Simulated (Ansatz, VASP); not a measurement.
Two plane-wave programs on F

```
F
1.0
     3.10595   -1.84334   -0.23956
     3.10595    1.84334   -0.23956
    -2.31800    0.00000    7.37487
F
4
Direct
  0.08485 0.08485 0.09400
  0.91515 0.91515 0.90600
  0.50157 0.50157 0.59372
  0.49843 0.49843 0.40628
```

Change from the starting cell: volume 20.600 Å^3 an atom, stretch along a over the lengths across it, relative to the relaxed cell 0.9684.

Alike in both runs: task single point; functional PBEsol; k mesh 4 × 4 × 2; occupations gaussian, width 0.05 eV; no spin polarisation.

|  | VASP | Ansatz |
| --- | --- | --- |
| version | VASP 6.6.1 | Ansatz 0.2.0 |
| potentials or method | VASP PAW PBE potentials, release 64 (F) | scalar-relativistic, plane waves, PAW |
| plane-wave cutoff (eV) | 520 | 520 |
| valence electrons in the cell | 28 | 28 |

VASP gave:

| Item | Value |
| --- | --- |
| gap on the k mesh at the Fermi level (eV) | 2.58 |
| least direct gap on the mesh (eV) | 2.64 |
| pressure (GPa) | -2.5 |
| largest component of the traceless stress (GPa) | 3.15 |
| rms of the force components (eV/Å) | 0.591 |

Q: Which values does Ansatz return?

A: gap on the k mesh at the Fermi level (eV): 2.65; least direct gap on the mesh (eV): 2.71; pressure (GPa): -2.7; largest component of the traceless stress (GPa): 4.25; rms of the force components (eV/Å): 0.793.

Atom by atom the forces differ by 0.202 eV/Å (rms over components).

Caveats: the k mesh is coarse (spacing up to 0.51 Å⁻¹), so the values aren't converged; the PAW data sets were made with another functional, which shifts forces and pressure a little (VASP). A k mesh can miss the band edges.
